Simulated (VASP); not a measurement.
## HgSe: single point with PBEsol

Crystal: HgSe.

```
CELL_PARAMETERS angstrom
0.00000 3.03900 3.03900
3.03900 0.00000 3.03900
3.03900 3.03900 0.00000
ATOMIC_POSITIONS crystal
Hg 0.00000 0.00000 0.00000
Se 0.75000 0.75000 0.75000
```

```json
{
 "Program": "VASP 6.6.1",
 "Task": "single point",
 "Functional": "PBEsol",
 "Potentials or basis": "VASP PAW PBE potentials, release 54 (Hg, Se)",
 "Cutoff": "520 eV",
 "k mesh": "8 × 8 × 8",
 "Occupations": "gaussian, width 0.1 eV",
 "Spin": "no spin polarisation",
 "Further INCAR settings": "ALGO = Normal; EDIFF = 1.00e-07; NBANDS = 16"
}
```

- Pressure: 1.8 GPa
- Band gap on the k mesh: none (metal or under the smearing width)

Levels at points of the mesh, in eV from the Fermi level:
```csv
k point,band 6,band 7,band 8,band 9,band 10,band 11,band 12,band 13
"(0.00, 0.00, 0.00)",-6.47,-1.07,-0.03,-0.03,-0.03,5.38,5.38,5.38
"(0.50, 0.00, 0.00)",-6.14,-5.63,-1.02,-1.02,1.00,6.14,6.14,6.86
"(0.50, 0.50, 0.00)",-6.10,-5.18,-2.37,-2.37,2.68,2.83,8.31,9.75
```

Wall time 11 s on 1 thread of Intel(R) Xeon(R) 6975P-C (Granite Rapids), on a shared host, peak memory 0.18 GiB.

Caveat: the PAW data sets were made with another functional, which shifts forces and pressure a little. The run has no spin-orbit coupling, so splittings on Hg are missing.
